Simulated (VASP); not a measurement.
# HfS2 (P-3m1) in VASP: settings compared, part 2 of 2

VASP 6.6.1. The steps go on from the part before.

### 3 Relaxation of cell and atoms, PBE+D3(BJ)

This run uses another cell than the first one, of 21.55 Å³/atom, 0.931 times its volume.

Input file INCAR:

```
PREC = Accurate ; ENCUT = 600
EDIFF = 1E-7 ; ISMEAR = 0
SIGMA = 0.03 ; LREAL = False
LASPH = True ; NELM = 80
ALGO = Normal ; ISIF = 3
LWAVE = False ; LCHARG = False
GGA = PE ; IVDW = 12
IBRION = 2 ; NSW = 90
EDIFFG = -0.005 ; KPAR = 2
```

Input file KPOINTS:

```
regular mesh
0
Gamma
  9 9 5
```

Input file POSCAR:

```
HfS2                                    
1.0
    3.5968391943      0.0000000000     -0.0000000000
   -1.7984195971      3.1149541156      0.0000000000
    0.0000000000     -0.0000000000      5.7700006064
  Hf              S             
     1     2
Direct
     0.0000000000000000    0.0000000000000000    0.0000000000000000
     0.6666666699999979    0.3333333300000021    0.7478435748954371
     0.3333333300000021    0.6666666699999979    0.2521564251045629
```

Potentials or basis: VASP PAW PBE potentials, release 64 (Hf_pv, S).

On the command line:

```sh
$ cat potpaw_PBE.64/Hf_pv/POTCAR potpaw_PBE.64/S/POTCAR > POTCAR
$ mpirun -np 2 vasp_std > vasp.out
```

OUTCAR:

```text
PREC = Accurate
   ENCUT = 600
   EDIFF = 1E-7
   ISMEAR = 0
   LREAL = False
   LASPH = True
   NELM = 80
   ISIF = 3
   GGA = PE
   IVDW = 12
   IBRION = 2
   NSW = 90
   EDIFFG = -0.005
 IVDW          = 12

 ion  position               nearest neighbor table
   1  0.000  0.000  0.000-   2 2.54   3 2.54   3 2.54   2 2.54   2 2.54   3 2.54
   2  0.667  0.333  0.748-   1 2.54   1 2.54   1 2.54
   3  0.333  0.667  0.252-   1 2.54   1 2.54   1 2.54

  LATTYP: Found a hexagonal cell.
 ALAT       =     3.5968391943
 C/A-ratio  =     1.6041864244

  Lattice vectors:

 A1 = (   3.5968391943,   0.0000000000,   0.0000000000)
 A2 = (  -1.7984195971,   3.1149541156,   0.0000000000)
 A3 = (   0.0000000000,   0.0000000000,   5.7700006064)

Analysis of symmetry for initial positions (statically):
=====================================================================
 Subroutine PRICEL returns:
 Original cell was already a primitive cell.

 Routine SETGRP: Setting up the symmetry group for a
 hexagonal supercell.

 Subroutine GETGRP returns: Found 12 space group operations
 (whereof 12 operations were pure point group operations)
 out of a pool of 24 trial point group operations.

The static configuration has the point symmetry D_3d.

Analysis of symmetry for dynamics (positions and initial velocities):
[... 161 lines left out ...]
  ---------------------------------------------------
  free energy    TOTEN  =       -22.86017310 eV

  energy without entropy =      -22.86017310  energy(sigma->0) =      -22.86017310

------------------------ aborting loop because EDIFF is reached ----------------------------------------

 Edisp (eV)   -1.02735

 E8    (eV) :    -0.4433
[... 114 lines left out ...]
--------------------------------------- Ionic step        4  -------------------------------------------

 number of electron      22.0000001 magnetization

 Free energy of the ion-electron system (eV)
  ---------------------------------------------------
  ext. energy  EPLUGINS =         0.00000000
  ---------------------------------------------------
  free energy    TOTEN  =       -22.86082398 eV

  energy without entropy =      -22.86082398  energy(sigma->0) =      -22.86082398

 E-fermi :   3.9397     XC(G=0):  -9.8495

 val. band max:        3.7415657076   @ k =   0.0000   0.0000   0.0000
 cond. band min:       4.6501196812   @ k =   0.0000   0.4444   0.4000
 fundamental gap:      0.9085539736
 Fermi energy:         3.9397345924

 k-point     1 :       0.0000    0.0000    0.0000
  band No.  band energies     occupation
      1     -27.0805      2.00000
      2     -26.9625      2.00000
      3     -26.9625      2.00000
      4      -9.5893      2.00000
      5      -7.7689      2.00000
      6      -1.3304      2.00000
      7       0.8619      2.00000
      8       0.8619      2.00000
      9       3.5798      2.00000
     10       3.5798      2.00000
     11       3.7416      2.00000
     12       5.6281      0.00000
     13       5.6281      0.00000
     14       6.1773      0.00000
[... 401 lines left out ...]
      2     -27.0539      2.00000
      3     -27.0006      2.00000
      4      -8.6754      2.00000
      5      -7.9400      2.00000
      6      -0.4774      2.00000
      7       0.2298      2.00000
      8       0.7919      2.00000
      9       1.1508      2.00000
     10       2.1803      2.00000
     11       3.0773      2.00000
     12       5.4506      0.00000
     13       6.7138      0.00000
     14       7.7191      0.00000
     15       8.6321      0.00000

 [... further k-points ...]

------------------------ aborting loop because EDIFF is reached ----------------------------------------

 Edisp (eV)   -1.02674

 E8    (eV) :    -0.4430
[... 26 lines left out ...]
  FREE ENERGIE OF THE ION-ELECTRON SYSTEM (eV)
  ---------------------------------------------------
  free  energy   TOTEN  =       -23.8875641289 eV

  energy  without entropy=      -23.8875641289  energy(sigma->0) =      -23.88756413

 reached required accuracy - stopping structural energy minimisation
```

CONTCAR:

```text
HfS2
   1.00000000000000
     3.5993616679503493    0.0000000000000405    0.0000000000000000
    -1.7996808339251045    3.1171386418615770   -0.0000000000000000
     0.0000000000000000   -0.0000000000000000    5.7653282209137533
  Hf              S
     1     2
Direct
     0.0000000000000000    1.0000000000000000    1.0000000000000000
     0.6666666699999979    0.3333333300000021    0.7478869563976063
     0.3333333300000021    0.6666666699999979    0.2521130436023937

  0.00000000E+00  0.00000000E+00  0.00000000E+00
  0.00000000E+00  0.00000000E+00  0.00000000E+00
  0.00000000E+00  0.00000000E+00  0.00000000E+00
```

Wall time 71 s (2 MPI ranks of Intel Xeon Platinum 8375C at 2.90GHz (Ice Lake), shared host); peak memory 0.24 GiB.

What came out:

| Item | Value |
| --- | --- |
| Free energy | -23.8876 eV |
| Relaxed volume | 21.56 Å³/atom |
| Relaxed cell | a = 3.599 Å, b = 3.599 Å, c = 5.765 Å, α = 90.00°, β = 90.00°, γ = 120.00° |
| Space group after relaxing (to 0.05 Å) | P-3m1 (No. 164) |
| Energy gained by relaxing | 0.0 meV/atom |
| Ionic steps | 4 |
| Pressure after relaxing | 0.0 GPa |
| Largest force after relaxing | 0.003 eV/Å |
| Band gap on the k mesh | 0.91 eV, indirect (least direct gap 1.86 eV) |
| Dispersion energy per atom | -0.342 eV |

Forces on the atoms (eV/Å):
```
Hf   0.000  0.000  0.000
S    0.000  0.000 -0.003
S    0.000  0.000  0.003
```

Final structure:
```
CELL_PARAMETERS angstrom
3.59936 0.00000 0.00000
-1.79968 3.11714 0.00000
0.00000 0.00000 5.76533
ATOMIC_POSITIONS crystal
Hf 0.00000 0.00000 0.00000
S 0.66667 0.33333 0.74789
S 0.33333 0.66667 0.25211
```

Caveat: spin-orbit coupling is left out, which moves the levels of the heavy elements; an odd mesh through Γ misses points on the zone boundary, where band edges often lie. PBE gaps usually lie below the measured ones, often by a third to a half.

### 4 Relaxation of cell and atoms, PBEsol

Input file INCAR:

```
SYSTEM = HfS2
ALGO = Normal
EDIFF = 1E-6
EDIFFG = -0.01
ENCUT = 600
GGA = PS
IBRION = 2
ISIF = 3
ISMEAR = 0
LASPH = .True.
LCHARG = .False.
LREAL = .False.
LWAVE = .False.
NELM = 80
NSW = 90
PREC = Accurate
SIGMA = 0.03
```

Input file KPOINTS:

```
k-points
0
Gamma
  9 9 5
  0 0 0
```

Input file POSCAR:

```
HfS2
1.0
    3.6396641800      0.0000000000      0.0000000000
   -1.8198320900      3.1520416411      0.0000000000
    0.0000000000      0.0000000000      6.0555624700
Hf S
1 2
Direct
    0.0000000000      0.0000000000      0.0000000000
    0.6666666700      0.3333333300      0.7639520500
    0.3333333300      0.6666666700      0.2360479500
```

On the command line:

```sh
$ cat potpaw_PBE.64/Hf_pv/POTCAR potpaw_PBE.64/S/POTCAR > POTCAR
$ mpirun -np 1 vasp_std > vasp.out
```

Wall time 6.7 min (1 thread of Intel Xeon Platinum 8259CL at 2.50GHz (Skylake/Cascade Lake), shared host); peak memory 0.25 GiB.

It converged, with:

| Item | Value |
| --- | --- |
| Free energy | -24.0665 eV |
| Relaxed volume | 22.12 Å³/atom |
| Relaxed cell | a = 3.588 Å, b = 3.588 Å, c = 5.953 Å, α = 90.00°, β = 90.00°, γ = 120.00° |
| Space group after relaxing (to 0.05 Å) | P-3m1 (No. 164) |
| Energy gained by relaxing | 5.2 meV/atom |
| Ionic steps | 13 |
| Pressure after relaxing | 0.0 GPa |
| Band gap on the k mesh | 0.98 eV, indirect (least direct gap 1.86 eV) |

Forces in eV/Å, atoms in the order of the input:
```
Hf   0.000  0.000  0.000
S    0.000  0.000  0.002
S    0.000  0.000 -0.002
```

The path:
| step | energy change (eV) | largest force (eV/Å) | pressure (GPa) | volume (Å³) |
| --- | --- | --- | --- | --- |
| 1 | 0.0000 | 0.0666 | -1.91 | 69.47 |
| 2 | 0.0004 | 0.4345 | 2.44 | 66.73 |
| 3 | -0.0102 | 0.1752 | 0.17 | 68.09 |
| 4 | -0.0136 | 0.0727 | 0.02 | 67.96 |
| 5 | -0.0140 | 0.0229 | -0.05 | 67.90 |
| 6 | -0.0141 | 0.0238 | -0.05 | 67.83 |
| 7 | -0.0144 | 0.0267 | 0.00 | 67.63 |
| 8 | -0.0149 | 0.0324 | 0.09 | 67.23 |
| 9 | -0.0155 | 0.0431 | 0.28 | 66.42 |
| 10 | -0.0155 | 0.0361 | 0.23 | 66.41 |
| 11 | -0.0157 | 0.0128 | 0.08 | 66.38 |
| 12 | -0.0156 | 0.0314 | -0.21 | 66.33 |
| 13 | -0.0157 | 0.0024 | -0.02 | 66.36 |

Final structure:
```yaml
crystal:
  lattice:
    - [3.58794, 0.00000, 0.00000]
    - [-1.79397, 3.10725, 0.00000]
    - [0.00000, 0.00000, 5.95268]
  atoms:
    - { symbol: Hf, position: [0.00000, 0.00000, 0.00000] }
    - { symbol: S, position: [0.66667, 0.33333, 0.75685] }
    - { symbol: S, position: [0.33333, 0.66667, 0.24315] }
```

Levels at points of the mesh, in eV from the valence-band top:
```tsv
k point	band 7	band 8	band 9	band 10	band 11	band 12	band 13	band 14	band 15
(0.00, 0.00, 0.00)	-2.76	-2.76	-0.06	0.00	0.00	1.97	1.97	2.52	5.51
```

Caveat: the PAW data sets were made with another functional, which shifts forces and pressure a little; spin-orbit coupling is left out, which moves the levels of the heavy elements; an odd mesh through Γ misses points on the zone boundary, where band edges often lie; this functional lacks dispersion, which binds the layers, so the pressure and a relaxed spacing across them are unreliable. As with any semilocal functional, this PBEsol gap is likely too small.
